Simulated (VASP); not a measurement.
**VASP inputs for TePb (zincblende)**

INCAR

```
EDIFFG = -5E-3
NSW = 40
ISMEAR = -1
ISIF = 3
EDIFF = 1E-7
PREC = Accurate
LREAL = .FALSE.
LASPH = .TRUE.
NBANDS = 17
GGA = PS
IBRION = 2
SIGMA = 0.02
NELM = 120
LCHARG = .FALSE.
LWAVE = .FALSE.
ENCUT = 600
```

KPOINTS

```
KPOINTS created by Atomic Simulation Environment
0
Gamma
6 6 6
0 0 0
```

POSCAR

```
Pb Te
 1.0000000000000000
     0.0000000000000000    3.6654227788881641    3.6654227788881641
     3.6654227788881641   -0.0000000000000000    3.6654227788881641
     3.6654227788881641    3.6654227788881641   -0.0000000000000000
 Pb  Te
   1   1
Cartesian
 -0.0000000000000000 -0.0000000000000000 -0.0000000000000000
  1.8327113894440821  1.8327113894440821  1.8327113894440821
```

VASP ran with the recommended PBE PAW datasets (20 valence electrons in the cell).

**Question.** Estimate the main results of this run.

**Answer.** relaxed cell vector lengths 5.096, 5.096, 5.096 Å; relaxed cell volume 93.57 Å³.
